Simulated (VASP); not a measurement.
# N (R-3c) in VASP: notebook, part 2 of 2

VASP 6.6.1.

## 3. Relaxation of cell and atoms, r2SCAN, target pressure 52 GPa, at which the enthalpy is minimised

This run uses another cell than the first one, of 8.15 Å³/atom, 0.352 times its volume.

File INCAR:

```
ALGO = Normal
EDIFF = 1E-7
EDIFFG = -0.005
ENCUT = 600
IBRION = 2
ISIF = 3
ISMEAR = 0
KPAR = 4
LASPH = True
LCHARG = False
LMIXTAU = True
LREAL = False
LWAVE = False
METAGGA = R2SCAN
NELM = 80
NSW = 90
PREC = Accurate
PSTRESS = 520.0
SIGMA = 0.03
```

File KPOINTS:

```
k-points
0
Gamma
  4 4 4
```

File POSCAR:

```
N                                       
1.0
    3.4021928339      1.9642569478      3.2525854982
   -3.4021928339      1.9642569478      3.2525854982
   -0.0000000000     -3.9285138956      3.2525854982
  N             
    16
Direct
     0.5886976922595957    0.0564255313283670    0.7217328510942215
     0.9435744686716034    0.2782671489058701    0.4113023077403415
     0.7217328510941922    0.5886976922596878    0.0564255313283044
     0.9438873222950425    0.9438873222950425    0.9438873222950425
     0.5564255313283670    0.0886976922595958    0.2217328510942222
     0.7782671489058702    0.4435744686716036    0.9113023077403419
     0.2782671489058074    0.4113023077403121    0.9435744686716959
     0.0561126777049574    0.0561126777049574    0.0561126777049574
     0.4435744686716330    0.9113023077404043    0.7782671489057784
     0.5561126777049575    0.5561126777049575    0.5561126777049575
     0.4113023077404042    0.9435744686716330    0.2782671489057778
     0.4438873222950424    0.4438873222950424    0.4438873222950424
     0.0564255313283966    0.7217328510941298    0.5886976922596581
     0.9113023077403122    0.7782671489058078    0.4435744686716956
     0.2217328510941300    0.5564255313283966    0.0886976922596585
     0.0886976922596880    0.2217328510941926    0.5564255313283041
```

Potentials or basis: VASP PAW PBE potentials, release 64 (N).

On the command line:

```
$ cat potpaw_PBE.64/N/POTCAR > POTCAR
$ mpirun -np 4 vasp_std > vasp.out
```

OUTCAR:

```text
EDIFF = 1E-7
   EDIFFG = -0.005
   ENCUT = 600
   IBRION = 2
   ISIF = 3
   ISMEAR = 0
   LASPH = True
   LREAL = False
   METAGGA = R2SCAN
   NELM = 80
   NSW = 90
   PREC = Accurate
   PSTRESS = 520.0

 ion  position               nearest neighbor table
   1  0.589  0.056  0.722-   9 1.10
   2  0.944  0.278  0.411-  16 1.10
   3  0.722  0.589  0.056-   6 1.10
   4  0.944  0.944  0.944-   8 1.10
   5  0.556  0.089  0.222-  11 1.10
   6  0.778  0.444  0.911-   3 1.10
[... 8 lines left out ...]
  15  0.222  0.556  0.089-   7 1.10
  16  0.089  0.222  0.556-   2 1.10

  LATTYP: Found a trigonal (rhomboedric) cell.
 ALAT       =     5.1002484115
 COS(alpha) =     0.1100508592

  Lattice vectors:

 A1 = (   3.4021928339,   1.9642569478,   3.2525854982)
 A2 = (  -3.4021928339,   1.9642569478,   3.2525854982)
 A3 = (   0.0000000000,  -3.9285138956,   3.2525854982)

Analysis of symmetry for initial positions (statically):
=====================================================================
 Subroutine PRICEL returns:
 Original cell was already a primitive cell.

 Routine SETGRP: Setting up the symmetry group for a
 trigonal (rhombohedral) supercell.

 Subroutine GETGRP returns: Found 12 space group operations
 (whereof  6 operations were pure point group operations)
 out of a pool of 12 trial point group operations.

The static configuration has the point symmetry S_6 .
 The point group associated with its full space group is D_3d.

Analysis of symmetry for dynamics (positions and initial velocities):
=====================================================================
 Subroutine PRICEL returns:
 Original cell was already a primitive cell.

 Routine SETGRP: Setting up the symmetry group for a
 trigonal (rhombohedral) supercell.

 Subroutine GETGRP returns: Found 12 space group operations
 (whereof  6 operations were pure point group operations)
 out of a pool of 12 trial point group operations.

The dynamic configuration has the point symmetry S_6 .
 The point group associated with its full space group is D_3d.

 Subroutine INISYM returns: Found 12 space group operations
 (whereof  6 operations are pure point group operations),
 and found     1 'primitive' translations

----------------------------------------------------------------------------------------

                                     Primitive cell

  volume of cell :     130.4179

  direct lattice vectors                    reciprocal lattice vectors
     3.402192834  1.964256948  3.252585498     0.146964039  0.084849727  0.102482574
    -3.402192834  1.964256948  3.252585498    -0.146964039  0.084849727  0.102482574
     0.000000000 -3.928513896  3.252585498     0.000000000 -0.169699455  0.102482574

  length of vectors
     5.100248412  5.100248412  5.100248411     0.198243746  0.198243746  0.198243746

  position of ions in fractional coordinates (direct lattice)
     0.588697692  0.056425531  0.721732851
     0.943574469  0.278267149  0.411302308
     0.721732851  0.588697692  0.056425531
     0.943887322  0.943887322  0.943887322
     0.556425531  0.088697692  0.221732851
     0.778267149  0.443574469  0.911302308
[... 57 lines left out ...]
            Coordinates               Weight
  0.000000  0.000000  0.000000      1.000000
  0.250000  0.000000  0.000000      6.000000
  0.500000  0.000000  0.000000      3.000000
  0.250000  0.250000  0.000000      6.000000
  0.500000  0.250000 -0.000000     12.000000
 -0.250000  0.250000  0.000000      6.000000
  0.500000  0.500000  0.000000      3.000000
  0.250000  0.250000  0.250000      2.000000
  0.500000  0.250000  0.250000      6.000000
 -0.250000  0.250000  0.250000      6.000000
  0.500000  0.500000  0.250000      6.000000
 -0.250000  0.500000  0.250000      6.000000
  0.500000  0.500000  0.500000      1.000000
   k-points           NKPTS =     13   k-points in BZ     NKDIM =     13   number of bands    NBANDS=     49
   number of dos      NEDOS =    301   number of ions     NIONS =     16
   total plane-waves  NPLWV =  74088
   dimension x,y,z NGX =    42 NGY =   42 NGZ =   42
   dimension x,y,z NGXF=    84 NGYF=   84 NGZF=   84
   ions per type =              16
   NGX,Y,Z   is equivalent  to a cutoff of  13.69, 13.69, 13.69 a.u.
   NGXF,Y,Z  is equivalent  to a cutoff of  27.38, 27.38, 27.38 a.u.
 SYSTEM =  unknown system
   PREC   = accura    normal or accurate (medium, high low for compatibility)
   ISTART =      0    job   : 0-new  1-cont  2-samecut
   ICHARG =      2    charge: 1-file 2-atom 10-const
   ISPIN  =      1    spin polarized calculation?
   LNONCOLLINEAR =      F non collinear calculations
   LSORBIT =      F    spin-orbit coupling
   LASPH  =      T    aspherical Exc in radial PAW
   ENCUT  =  600.0 eV  44.10 Ry    6.64 a.u.  10.19 10.19 10.19*2*pi/ulx,y,z
   NELM   =     80;   NELMIN=  2; NELMDL= -5     # of ELM steps
   EDIFF  = 0.1E-06   stopping-criterion for ELM
   LREAL  =      F    real-space projection
   EDIFFG = -.5E-02   stopping-criterion for IOM
   NSW    =     90    number of steps for IOM
   IBRION =      2    ionic relax: 0-MD 1-quasi-New 2-CG
   NFREE  =      1    steps in history (QN), initial steepest desc. (CG)
   ISIF   =      3    stress and relaxation
   ISYM   =      2    0-nonsym 1-usesym 2-fastsym
   POTIM  = 0.5000    time-step for ionic-motion
   TEBEG  =    0.0;   TEEND  =   0.0 temperature during run
   PSTRESS=  520.0 pullay stress
   NELECT =      80.0000    total number of electrons
   NUPDOWN=      -1.0000    fix difference up-down
   EMIN   =  10.00;   EMAX   =-10.00  energy-range for DOS
   EFERMI =   0.00;   METHOD = LEGACY
   ISMEAR =     0;   SIGMA  =   0.03  broadening in eV -4-tet -1-fermi 0-gaus
   EFERMI_NEDOS =   21; number of points for ismear=-14 and -15
   IALGO  =     38    algorithm
   IMIX   =      4    mixing-type and parameters
     AMIX     =   0.40;   BMIX     =  1.00
     AMIX_MAG =   1.60;   BMIX_MAG =  1.00
  volume/ion in A,a.u.               =       8.15        55.01
  Fermi-wavevector in a.u.,A,eV,Ry     =   1.390996  2.628601 26.325488  1.934869
  Thomas-Fermi vector in A             =   2.514877
   LORBIT       =      0    0 simple, 1 ext, 2 COOP (PROOUT), +10 PAW based schemes
   METAGGA = R2SCAN    functional components
   LHFCALC =     F    Hartree Fock is set to
   AEXX    =    0.0000 exact exchange contribution
   IVDW    =     0    specifies the selected vdW correction
   LEPSILON=     F    determine dielectric tensor
   LRPA    =     F    only Hartree local field effects (RPA)
 conjugate gradient relaxation of ions
 non-spin polarized calculation
 Gauss-broadening in eV      SIGMA  =   0.03
  energy-cutoff  :      600.00
  volume of cell :      130.42
 maximum number of plane-waves:      4404
 NGX is ok and might be reduce to    42
   NGX = 21   NGY = 21   NGZ = 21

--------------------------------------- Ionic step        1  -------------------------------------------

 number of electron      80.0000014 magnetization

 Free energy of the ion-electron system (eV)
  ---------------------------------------------------
  ext. energy  EPLUGINS =         0.00000000
  ---------------------------------------------------
  free energy    TOTEN  =      -133.22427991 eV

  energy without entropy =     -133.22427991  energy(sigma->0) =     -133.22427991

------------------------ aborting loop because EDIFF is reached ----------------------------------------

  FORCE on cell =-STRESS in cart. coord.  units (eV):
  Direction    XX          YY          ZZ          XY          YZ          ZX
  --------------------------------------------------------------------------------------
  -------------------------------------------------------------------------------------
  Total       42.3150855     42.3150855     42.8088143      0.0000000      0.0000000      0.0000000
  in kB      519.8387026    519.8387022    525.9041360      0.0000000      0.0000000      0.0000000
  external PRESSURE =       1.8605136 kB  Pullay stress =     520.0000000 kB
[... 139 lines left out ...]
  energy  without entropy=     -133.2281874695  energy(sigma->0) =     -133.22818747

  enthalpy is  TOTEN    =       -90.8966193613 eV   P V=       42.3315681082

[... ionic steps 4 to 8 ...]

--------------------------------------- Ionic step        9  -------------------------------------------

 number of electron      80.0000014 magnetization

------------------------ aborting loop because EDIFF is reached ----------------------------------------
[... 99 lines left out ...]
--------------------------------------- Ionic step       11  -------------------------------------------

 number of electron      80.0000014 magnetization

 Free energy of the ion-electron system (eV)
  ---------------------------------------------------
  ext. energy  EPLUGINS =         0.00000000
  ---------------------------------------------------
  free energy    TOTEN  =      -133.14377263 eV

  energy without entropy =     -133.14377263  energy(sigma->0) =     -133.14377263

 E-fermi :   1.3580     XC(G=0): -12.1136

 val. band max:        1.1607847859   @ k =   0.0000   0.0000   0.0000
 cond. band min:       5.5951023612   @ k =   0.5000   0.5000   0.0000
 fundamental gap:      4.4343175753
 Fermi energy:         1.3579516389

 k-point     1 :       0.0000    0.0000    0.0000
  band No.  band energies     occupation
      1     -21.2672      2.00000
      2     -20.2594      2.00000
      3     -20.1610      2.00000
      4     -20.1610      2.00000
      5     -19.7997      2.00000
      6     -19.7827      2.00000
[... 712 lines left out ...]
  energy  without entropy=     -133.1437726314  energy(sigma->0) =     -133.14377263

  enthalpy is  TOTEN    =       -90.8969421543 eV   P V=       42.2468304771

 reached required accuracy - stopping structural energy minimisation
```

Run time: 7 min. Hardware: 4 MPI ranks of Intel Xeon Platinum 8559C (Emerald Rapids), shared host; peak memory 0.3 GiB.

What came out:

| Property | Result |
| --- | --- |
| Free energy | -133.1438 eV |
| Relaxed volume | 8.14 Å³/atom |
| Relaxed cell | a = 5.097 Å, b = 5.097 Å, c = 5.097 Å, α = 83.69°, β = 83.69°, γ = 83.69° |
| Space group after relaxing (to 0.05 Å) | R-3c (No. 167) |
| Energy change on relaxing (the enthalpy is what falls) | +5.0 meV/atom |
| Ionic steps | 11 |
| Pressure after relaxing | 52.0 GPa |
| Largest force after relaxing | 0.004 eV/Å |
| Band gap on the k mesh | 4.43 eV, indirect (least direct gap 4.52 eV) |

Forces in eV/Å, atoms in the order of the input:
```
N   -0.002 -0.002  0.004
N    0.001 -0.003 -0.004
N    0.003 -0.001  0.004
N    0.000  0.000 -0.001
N    0.002 -0.002  0.004
N   -0.001 -0.003 -0.004
N   -0.003  0.001 -0.004
N    0.000  0.000  0.001
N   -0.002  0.002 -0.004
N    0.000  0.000  0.001
N    0.002  0.002 -0.004
N    0.000  0.000 -0.001
N   -0.001  0.003  0.004
N    0.003  0.001 -0.004
N    0.001  0.003  0.004
N   -0.003 -0.001  0.004
```

Step by step:
```csv
step,energy change (eV),largest force (eV/Å),pressure (GPa),volume (Å³)
1,0.0000,0.1682,52.19,130.42
2,0.0831,2.5570,43.42,130.60
3,-0.0039,0.0078,51.65,130.43
4,-0.0038,0.0096,51.67,130.43
5,0.0790,0.0769,52.01,130.17
6,0.0685,0.0670,51.97,130.20
7,0.1025,0.1173,52.11,130.10
8,0.0806,0.0056,52.02,130.17
9,0.0809,0.0055,52.02,130.17
10,0.0808,0.0050,52.02,130.17
11,0.0805,0.0045,52.02,130.17
```

Final structure:
```
CELL_PARAMETERS angstrom
3.40031 1.96317 3.24993
-3.40031 1.96317 3.24993
0.00000 -3.92634 3.24993
ATOMIC_POSITIONS crystal
N 0.58878 0.05657 0.72178
N 0.94343 0.27822 0.41122
N 0.72178 0.58878 0.05657
N 0.94379 0.94379 0.94379
N 0.55657 0.08878 0.22178
N 0.77822 0.44343 0.91122
N 0.27822 0.41122 0.94343
N 0.05621 0.05621 0.05621
N 0.44343 0.91122 0.77822
N 0.55621 0.55621 0.55621
N 0.41122 0.94343 0.27822
N 0.44379 0.44379 0.44379
N 0.05657 0.72178 0.58878
N 0.91122 0.77822 0.44343
N 0.22178 0.55657 0.08878
N 0.08878 0.22178 0.55657
```

Caveat: the cell is relaxed towards a set pressure, so the enthalpy falls and the energy may rise; the standard files for N, O and F lose accuracy on very short bonds; the PAW data sets were made with another functional, which shifts forces and pressure a little.
